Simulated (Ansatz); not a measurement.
## KCl and the effect of the functional

Symmetry: Fm-3m, No. 225, cubic system. Conventional cell: a = 6.293 Å, b = 6.293 Å, c = 6.293 Å, α = 90.00°, β = 90.00°, γ = 90.00°. K (site symmetry m-3m) has 6 Cl at 3.15 Å as nearest neighbours. Around Cl (site symmetry m-3m) lie 6 K at 3.15 Å.

Kept alike: task band structure; k mesh 7 × 7 × 7; occupations fermi-dirac, width 0.05 eV; no spin polarisation. Program: Ansatz, all-electron LAPW, scalar-relativistic. The mesh is that of the run's cell of 2 atoms. No spin-orbit coupling.

```csv
functional,band gap (eV),pressure (GPa)
LDA,4.744,-1.96
PBE,5.189,0.76
PBEsol,5.026,-0.41
```

Pressure is positive in compression. Gaps are the smaller of the mesh's and the band path's.

Q: What does the functional change here?

A: The band gap runs from 4.744 (LDA) to 5.189 eV (PBE). From PBE: LDA -0.445; PBEsol -0.163. Measured: 8.68 eV (a printed reference work); nearest PBE, 3.491 eV off. Semilocal gaps fall short of quasiparticle gaps. The pressure runs from -1.96 (LDA) to 0.76 GPa (PBE). From PBE: LDA -2.72; PBEsol -1.17. A positive pressure means that the functional's own cell is larger than the one given, a negative one that it is smaller.
